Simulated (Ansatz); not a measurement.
Structure types of Rh at a series of pressures

All-electron LAPW in Ansatz 0.2.0 under PBE, scalar-relativistic, energies extrapolated to zero smearing, no spin–orbit coupling; spin polarisation is left out. At each pressure a set of structure types was relaxed with symmetry kept. The table gives H = E + pV above the lowest type of that row in meV/atom (up to 5 of noise); a dash means not tried or turned into another type. Real phases may be missing from the set. k spacings are near 0.17 to 0.21 Å⁻¹, smearing 0.05 to 0.1 eV.

Question: Among fcc, hcp, bcc, simple hexagonal, sc, beta tin, which leads at -6.8, 26, 520, 1600 GPa?

Answer: fcc at -6.8 GPa; fcc at 26 GPa; fcc at 520 GPa; fcc at 1600 GPa.

```csv
p (GPa),V of the lowest (Å³/atom),fcc,hcp,bcc,simple hexagonal,sc,beta tin
-6.8,14.47,0,35,336,440,–,478
26,12.94,0,46,414,–,1113,–
520,8.20,0,108,720,2110,3655,2568
1600,6.07,0,132,681,3518,6295,–
```
